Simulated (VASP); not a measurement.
Crystal: BaTiO3.

```
CELL_PARAMETERS angstrom
3.99038 0.00000 0.00000
0.00000 3.99038 0.00000
0.00000 0.00000 4.10266
ATOMIC_POSITIONS crystal
Ba 0.50000 0.50000 0.58254
Ti 0.00000 0.00000 0.10004
O 0.00000 0.50000 0.06422
O 0.50000 0.00000 0.06422
O 0.00000 0.00000 0.54897
```

The cell is a database's computed one.

```yaml
Program: VASP 6.6.1
Task: relaxation of cell and atoms
Functional: PBEsol
Potentials_or_basis: VASP PAW PBE potentials, release 64 (Ba_sv, Ti_sv, O)
Cutoff: 600 eV
k_mesh: 4 × 4 × 4
Occupations: gaussian, width 0.02 eV
Spin: no spin polarisation
```

At the start: pressure -3.1 GPa; volume 13.07 Å³/atom.

Problem. Where does the relaxation end?

Solution. Over 14 steps the energy falls by 2.5 meV/atom and the volume is 12.82 Å³/atom (-1.9 %); space group P4mm (No. 99, to 0.05 Å).

The path:
| step | energy change (eV) | largest force (eV/Å) | pressure (GPa) | volume (Å³) |
| --- | --- | --- | --- | --- |
| 1 | 0.0000 | 0.1751 | -3.07 | 65.33 |
| 2 | 0.0027 | 0.4043 | 3.58 | 62.99 |
| 3 | -0.0116 | 0.1223 | -0.05 | 64.20 |
| 4 | -0.0122 | 0.0247 | 0.00 | 64.12 |
| 5 | -0.0122 | 0.0276 | 0.00 | 64.11 |
| 6 | -0.0123 | 0.0112 | 0.02 | 64.11 |
| 7 | -0.0123 | 0.0103 | 0.03 | 64.10 |
| 8 | -0.0123 | 0.0059 | -0.01 | 64.12 |
| 9 | -0.0123 | 0.0068 | -0.04 | 64.13 |
| 10 | -0.0123 | 0.0062 | -0.04 | 64.13 |
| 11 | -0.0123 | 0.0058 | -0.04 | 64.12 |
| 12 | -0.0123 | 0.0057 | -0.04 | 64.12 |
| 13 | -0.0123 | 0.0046 | 0.06 | 64.09 |
| 14 | -0.0123 | 0.0045 | 0.03 | 64.11 |

Final structure:
```cif
data_structure
_symmetry_space_group_name_H-M 'P 1'
_symmetry_Int_Tables_number 1
_cell_length_a 3.9634
_cell_length_b 3.9634
_cell_length_c 4.0812
_cell_angle_alpha 90.000
_cell_angle_beta 90.000
_cell_angle_gamma 90.000
_cell_volume 64.11
loop_
_atom_site_label
_atom_site_type_symbol
_atom_site_fract_x
_atom_site_fract_y
_atom_site_fract_z
_atom_site_occupancy
Ba1 Ba 0.50000 0.50000 0.58337 1
Ti1 Ti 0.00000 0.00000 0.10099 1
O1 O 0.00000 0.50000 0.06282 1
O2 O 0.50000 0.00000 0.06282 1
O3 O 0.00000 0.00000 0.55001 1
```

Caveat: the PAW data sets were made with another functional, which shifts forces and pressure a little.
